In ordered CoAl the cobalt atoms form a simple cubic lattice, so each has six cobalt neighbours, two along each axis. A $d_{xy}$ orbital meets four of them sideways ($\pi$ hopping) and two face to face ($\delta$ hopping). At the zone centre $\Gamma$, where all cells are in phase, its energy is therefore $\varepsilon+4V_\pi+2V_\delta$, with $\varepsilon$ the energy of a d orbital before hopping. The same holds for $d_{xz}$ and $d_{yz}$, which complete the $t_{2g}$ triplet. For the $e_g$ pair, $d_{z^2}$ and $d_{x^2-y^2}$, the count over the three axes gives $\varepsilon+3V_\sigma+3V_\delta$, where $V_\sigma$ is the head-on hopping.

Head-on hopping between d orbitals is negative and sideways hopping positive, so $e_g$ should lie below $t_{2g}$ at $\Gamma$. At the zone corner R neighbouring cells are out of phase, every hopping term changes sign, and the order should flip.

Quantum ESPRESSO 7.5, PBE with SSSP 1.3 efficiency potentials and collinear spins, for CoAl (Pm-3m, a = 2.819 Å); 9×9×9 k mesh, 748.313 eV wavefunction cutoff, Fermi-Dirac smearing of 0.05 eV. Levels are relative to the Fermi energy. Level points 1 to 4 are (0, 0, 0), (0, 0, 0.4444), (0.2222, 0.2222, 0.2222) and (0.4444, 0.4444, 0.4444) in reciprocal lattice units.

| row | level point (row) | level under 4 (eV) | level under 3 (eV) | level under 2 (eV) | level under 1 (eV) | level over 1 (eV) | level over 2 (eV) | level spin |
| --- | --- | --- | --- | --- | --- | --- | --- | --- |
| 1 | 1 | -3.129 | -0.902 | -0.902 | -0.902 | 6.084 | 6.084 | up |
| 2 | 1 | -3.129 | -0.902 | -0.902 | -0.902 | 6.084 | 6.084 | down |
| 3 | 2 | -2.521 | -1.796 | -1.796 | -0.785 | 0.240 | 8.407 | up |
| 4 | 2 | -2.521 | -1.796 | -1.796 | -0.785 | 0.240 | 8.407 | down |
| 5 | 3 | -2.948 | -1.787 | -1.637 | -1.637 | 3.216 | 3.216 | up |
| 6 | 3 | -2.948 | -1.787 | -1.637 | -1.637 | 3.216 | 3.216 | down |
| 7 | 4 | -4.055 | -4.055 | -0.407 | -0.407 | 1.196 | 2.414 | up |
| 8 | 4 | -4.055 | -4.055 | -0.407 | -0.407 | 1.196 | 2.414 | down |

The levels come from a PBE calculation and are counted in eV from the Fermi energy. The two spins agree in every level because the cell is nonmagnetic, so each pair of rows is one case. Level point 1 is $\Gamma$, point 2 lies near the face centre X, and points 3 and 4 lie on the diagonal from $\Gamma$ to R, with point 4 close to R.

The smooth model keeps only cobalt d orbitals and nearest-neighbour hopping. Its four constants are fixed by four levels: the triplet and the lowest listed level at $\Gamma$, and the doublet and the highest occupied level at point 2. The output after this text gives the model levels for every row. The lowest level at $\Gamma$ is taken to belong to the $e_g$ pair. That reading is supported by the usual ratio of $V_\sigma$ to $V_\pi$ for d orbitals, which would put the pair within about 0.25 eV of it.

Point 4 was not used to fix the constants. Along the diagonal all hopping terms are multiplied by $c=\cos(2\pi k)$, where $k$ is the point's coordinate along each axis. Here $k$ is 0.4444 and $c$ is $-0.94$, and the $e_g$ pair should lie at

$$E=\varepsilon+3(V_\sigma+V_\delta)\,c=-1.764+3(-0.425-0.030)(-0.94)\approx-0.48\ \text{eV}.$$

The calculation has a doublet at -0.407 eV, less than 0.1 eV away. With the usual hopping ratio in place of the adjusted $V_\sigma$ the miss grows to 0.3 eV, which is a fairer measure of what so simple a model can do.

The other doublet in the same rows breaks the pattern. The model puts $t_{2g}$ at about -2.6 eV near R, but the lower doublet lies at -4.055 eV, some 1.5 eV deeper. It is read here as two of the three $t_{2g}$ states. That follows the model, since either d set can give a doublet on this diagonal and the orbital make-up of the levels was not computed. Slightly off R the third splits away from them, and it is expected below the listed levels. On this reading the order has flipped as the counting argument says, yet the two sets stand much further apart than cobalt-cobalt hopping makes them.

The likely main cause, argued here from symmetry, is aluminium. Each Al atom sits at the centre of a cube of eight cobalt atoms, and at R the signs of the cobalt orbitals alternate from corner to corner like the product $xyz$. Multiplying $xy$ by this pattern leaves a function that behaves like $z$, which is the shape of an Al $p_z$ orbital. The $t_{2g}$ states can therefore bond with Al p states higher in energy and are pushed down. The same multiplication turns $e_g$ into a shape that no s or p orbital of Al has, so this pair stays where cobalt alone puts it.

At $\Gamma$ the corner signs are all equal, and neither d set finds an s or p partner on Al. This is why the counting argument can start there. The doublet that fixes $V_\pi$ at point 2 is less pure, because it can mix with Al p. Its $V_\pi$ thus probably contains some aluminium bonding, and a smaller, purer value would make the break near R larger. It would also raise the model's $e_g$ level there by the same amount, so the close match of that pair is not firm. Hopping to more distant cobalt atoms is left out as well, which makes the 1.5 eV an estimate of the aluminium effect and not a measurement of it.

Rows 3 and 4 hold the second break. The model expects a $d_{z^2}$ level at about -1.5 eV, where the calculation has no single level; the nearest candidate above that is not already assigned lies at 0.240 eV, just over the Fermi energy. Along the line from $\Gamma$ to X, $d_{z^2}$ has the same symmetry as some s and p states. If these lie mainly below it, as nearly free electrons would here, they push it up, in this case by about 1.7 eV.

Rows 5 and 6, near the middle of the diagonal, break the pattern too. The singlet at -1.787 eV and the doublet at -1.637 eV lie close to the model's $t_{2g}$ level, but no listed doublet lies at its $e_g$ level of about -2.0 eV. The lowest listed level, at -2.948 eV, is about 0.9 eV deeper. A likely cause is mixing: between $\Gamma$ and R the $e_g$ pair has the same symmetry as two of the $t_{2g}$ states and as some Al p states, so these levels can repel each other. Repulsion between the d levels alone would raise the upper doublet as much as it lowers the other. The upper one hasn't risen, so Al p states higher in energy probably push both down as well. The model leaves all of this mixing out.

NiAl has the same crystal structure, so the same symmetry rule applies: near R its $t_{2g}$ states can bond with Al p and its $e_g$ states can't. Its d levels should lie deeper below the Fermi energy, because nickel brings one more electron and a larger nuclear charge.

The lowest listed level at point 2, -2.521 eV, remains open. It may be $d_{x^2-y^2}$, raised about 0.5 eV above the model by hopping to more distant cobalt atoms. The other reading, the lower partner of the mixed $d_{z^2}$ state, fits less well. Two levels that repel each other keep their sum, so with its upper partner at 0.240 eV the s or p state would have to start above the model's $d_{z^2}$ level, not below it. The orbital make-up of that one level would settle the matter.

Numerical output:

```
Site energy of the Co d orbitals from the Fermi energy, eV: -1.764
Hoppings in eV, same in all rows:
  row   sigma      pi     delta
    1  -0.425  0.2305  -0.03016
    2  -0.425  0.2305  -0.03016
    3  -0.425  0.2305  -0.03016
    4  -0.425  0.2305  -0.03016
    5  -0.425  0.2305  -0.03016
    6  -0.425  0.2305  -0.03016
    7  -0.425  0.2305  -0.03016
    8  -0.425  0.2305  -0.03016
Levels of the Co d model in eV:
  row      xy  xz and yz       z2    x2-y2
    1  -0.902     -0.902   -3.129   -3.129
    2  -0.902     -0.902   -3.129   -3.129
    3  -0.785     -1.796    -1.48   -3.012
    4  -0.785     -1.796    -1.48   -3.012
    5  -1.614     -1.614   -2.001   -2.001
    6  -1.614     -1.614   -2.001   -2.001
    7  -2.573     -2.573  -0.4805  -0.4805
    8  -2.573     -2.573  -0.4805  -0.4805
Lower level at Gamma if sigma is -1.5 times pi (canonical ratio), eV: -2.891
Point 4 upper doublet, computed less model eg, eV: 0.07352
Point 4 upper doublet, computed less eg with canonical ratio, eV: 0.2971
Point 4 lower doublet, computed less model t2g, eV: -1.482
Point 2 first empty level, computed less model z2, eV: 1.72
Point 2 lowest listed level, computed less model x2-y2, eV: 0.491
Point 3 upper doublet, computed less model t2g, eV: -0.0232
Point 3 singlet, computed less model t2g, eV: -0.1732
Point 3 lowest listed level, computed less model eg, eV: -0.9472
Second-neighbour over first-neighbour d hopping by the fifth-power law: 0.1768
```
